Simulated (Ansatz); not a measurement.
Steps from a short run of molecular dynamics on a 2×2×2 supercell (16 atoms) of CaO (Fm-3m), relaxed with r2SCAN; forces from PBE in Ansatz, 2×2×2 mesh, Fermi-Dirac smearing of 0.112 eV, Langevin thermostat and barostat (NPT), set at 1300 K. Classical nuclei, no spin polarisation; a few dozen steps show the first response, not equilibrium.

**Question.** At 60 fs the positions in Å are
```
cell (Å): 0.000 4.880 4.880; 4.880 0.000 4.880; 4.880 4.880 0.000
Ca  -0.126  -0.150   0.033
O    2.509   2.494   2.264
Ca   2.465   2.378  -0.005
O    4.843   5.022   2.399
Ca   2.485   0.156   2.361
O    4.847   2.336   4.889
Ca   4.973   2.300   2.475
O    7.342   4.703   4.650
Ca  -0.130   2.535   2.360
O    2.378   4.904   4.892
Ca   2.317   4.739   2.295
O    4.885   7.159   5.120
Ca   2.445   2.340   4.975
O    4.758   4.806   7.212
Ca   5.103   4.810   4.692
O    7.350   7.284   7.386
```
What are the forces, and how far does the free energy (smearing included) lie above that of step 0, with the atoms on their sites?

**Answer.** 92.8 meV an atom; forces in eV/Å:
```
cell (Å), as above: 0.000 4.880 4.880; 4.880 0.000 4.880; 4.880 4.880 0.000
Ca   1.321   0.471   0.268
O   -0.378  -0.080   1.048
Ca   0.031  -1.098  -0.457
O   -0.010  -0.585  -0.048
Ca  -0.495  -0.607  -0.870
O   -0.226   0.260  -0.164
Ca  -0.468   0.433   0.108
O   -0.001   0.932   1.073
Ca   0.343  -1.132   0.034
O   -0.222  -0.836  -0.476
Ca   0.911   0.445   1.446
O    0.609   0.467  -1.213
Ca   0.069   1.183  -0.430
O    1.028   0.188   0.371
Ca  -2.140   0.179   0.154
O   -0.372  -0.221  -0.843
```
